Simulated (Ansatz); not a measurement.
CuO (Tenorite):

```
Cu O
1.0
     2.34465   -1.71340    0.00000
     2.34465    1.71340    0.00000
    -0.86055    0.00000    5.05944
Cu O
2 2
Cartesian
  0.7420 -0.8457 2.5297
  1.1723 0.8457 0.0000
  1.6421 0.2841 3.8133
  2.0724 -0.2841 1.2836
```

Base run:

| Property | Result |
| --- | --- |
| Program | Ansatz 0.2.0 |
| Functional | PBEsol |
| Potentials or basis | Ansatz PAW |
| Cutoff | 420 eV (not typed: the program's choice for these potentials) |
| k mesh | 10 × 10 × 5 |
| Occupations | fermi-dirac, width 0.05 eV |
| Spin | no spin polarisation |
| Hubbard terms | Cu d U = 1 eV |

Its results: band gap on the k mesh none (metal or under the smearing width); pressure -2.3 GPa; largest force 0.757 eV/Å.

Question: The run is repeated on the same cell with these changes: hubbard terms from Cu d U = 1 eV to Cu d U = 5 eV. What comes out?

Answer: Band gap on the k mesh none (metal or under the smearing width); pressure -0.3 GPa; largest force 0.791 eV/Å.

Caveats: the run has no spin polarisation, though such a crystal can be magnetic; U without spin polarisation on a metal has little footing; the PAW data sets come from PBE, with cores solved anew for the run's functional, which leaves a small shift of forces and pressure.
